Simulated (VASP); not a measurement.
A run of VASP 6.6.1 is set up as follows.

INCAR

```
  PREC = Accurate
  ENCUT = 750
  EDIFF = 1E-8
  ISMEAR = 0
  SIGMA = 0.02
  LREAL = False
  LASPH = True
  NELM = 100
  ALGO = Normal
  ISIF = 2
  LWAVE = False
  LCHARG = False
  MAGMOM = 0 0 0 0 0 0
  LORBIT = 11
  LSORBIT = True
  GGA_COMPAT = False
  NBANDS = 34
```

The input KPOINTS:

```
regular mesh
0
Gamma
  10 10 10
```

File POSCAR:

```
ZnSe
1.0
    0.0000000000      2.8338000000      2.8338000000
    2.8338000000      0.0000000000      2.8338000000
    2.8338000000      2.8338000000      0.0000000000
Se Zn
1 1
Direct
    0.7500000000      0.7500000000      0.7500000000
    0.0000000000      0.0000000000      0.0000000000
```

Potentials or basis: VASP PAW LDA potentials, release 64 (Se, Zn).

Command:

```console
$ cat potpaw_LDA.64/Se/POTCAR potpaw_LDA.64/Zn/POTCAR > POTCAR
$ mpirun -np 1 vasp_ncl > vasp.out
```

**Question.** Estimate the pressure.

**Answer.** -3.1 GPa.
